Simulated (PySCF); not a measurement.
## phenylacetylene: calculation against experiment

**The experiment to reproduce.**

From NIST CCCBDB Release 22 (SRD 101), experimental dipoles, for the gas: dipole moment 0.656 D.

How close the calculation comes is told at the end.

Phenylacetylene, C8H6.
SMILES with atom numbers: `[CH:1]#[C:2][c:3]1[cH:4][cH:5][cH:6][cH:7][cH:8]1` (hydrogens: H9 on C1; H10 on C4; H11 on C5; H12 on C6; H13 on C7; H14 on C8)

Structure used (PBE0-D3(BJ)/def2-SVP), in Å, numbered top down from 1:
```
atom  x, y, z in Å
C1     2.2166    1.8998    1.6801
C2     1.4179    1.2153    1.0752
C3     0.4771    0.4094    0.3619
C4    -0.0411    0.8411   -0.8712
C5    -0.9559    0.0534   -1.5619
C6    -1.3663   -1.1716   -1.0359
C7    -0.8576   -1.6083    0.1872
C8     0.0576   -0.8262    0.8839
H9     2.9238    2.5059    2.2152
H10    0.2839    1.8007   -1.2778
H11   -1.3525    0.3987   -2.5195
H12   -2.0853   -1.7879   -1.5808
H13   -1.1767   -2.5670    0.6026
H14    0.4594   -1.1628    1.8415
```

Runs made with PySCF (gas phase, on this PBE0-D3(BJ)/def2-SVP geometry; no spin–orbit coupling):

```csv
level,job,basis functions
"PBE0-D3(BJ)/def2-SVP, grid level 1",geometry optimisation from an MMFF94s start,142
PBE0/pcSseg-1,"shieldings, charges and field gradients",166
B3LYP/pcJ-1,"spin–spin couplings from 14 perturbed nuclei, spin–dipole term left out",276
```

## Comparison

**Dipole moment.** Measured: 0.656 D (NIST CCCBDB Release 22 (SRD 101), experimental dipoles).

```json
{"level": "PBE0-D3(BJ)/def2-SVP", "computed (D)": "0.651", "computed − measured (D)": "-0.005", "% (from the printed values)": "-1"}
{"level": "PBE0/pcSseg-1", "computed (D)": "0.662", "computed − measured (D)": "+0.006", "% (from the printed values)": "+1"}
{"level": "B3LYP/pcJ-1", "computed (D)": "0.683", "computed − measured (D)": "+0.027", "% (from the printed values)": "+4"}
```

The computed dipoles belong to one fixed geometry; measured ones are averaged over vibrations unless marked μe. Magnitudes are compared, not signs.

The geometry is computed, not the measured one. Where a level misses, the cause wasn't examined.
